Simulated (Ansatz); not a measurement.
CsCl: pressure against volume

CsCl, Pm-3m, a = 4.140 Å. Ansatz: r2SCAN, PAW, 500 eV, Γ-centred 6×6×6 mesh on 2 atoms, Gaussian smearing 0.02 eV; no spin polarisation. Symmetry fixes shape and atoms, so the cell is only scaled; pressure is positive in compression.

| V (Å³/atom) | P (GPa) |
| --- | --- |
| 31.225 | ? |
| 32.290 | 2.21 |
| 33.354 | 1.33 |
| 34.419 | 0.61 |
| 35.484 | 0.00 |
| 36.548 | -0.50 |
| 37.613 | -0.91 |
| 39.032 | -1.36 |

Task: Take V0 = 35.484 Å³/atom, fit the third-order Birch–Murnaghan form to the other rows, and predict the missing pressure.

Result: With the Eulerian strain f = ½[(V0/V)^(2/3) − 1] and y = P/[3f(1 + 2f)^(5/2)], the form is the line y = B0 + 1.5 B0 (B0′ − 4) f. Rows (f, y): 0.03245, 19.40; 0.02107, 18.98; 0.01026, 18.84; -0.00975, 17.96; -0.01905, 17.55; -0.03078, 17.26. Means f = 0.0007000, y = 18.332; Σ(Δf)² = 0.003005, ΣΔfΔy = 0.1050; the slope is their ratio. y = 18.31 + 34.96 f GPa, so B0 = 18.3 GPa and B0′ = 4 + 2 × (34.96)/(3 × 18.31) = 5.27. At V = 31.225, f = 0.04449, y = 19.865 and P = 3.28 GPa. The run gave 3.26 GPa, so the fit is 0.02 GPa too high, a small miss on the scale of the series.

Cost: 8 runs of about 0.54 core-minutes in all, on Arm Neoverse V2 (shared hosts).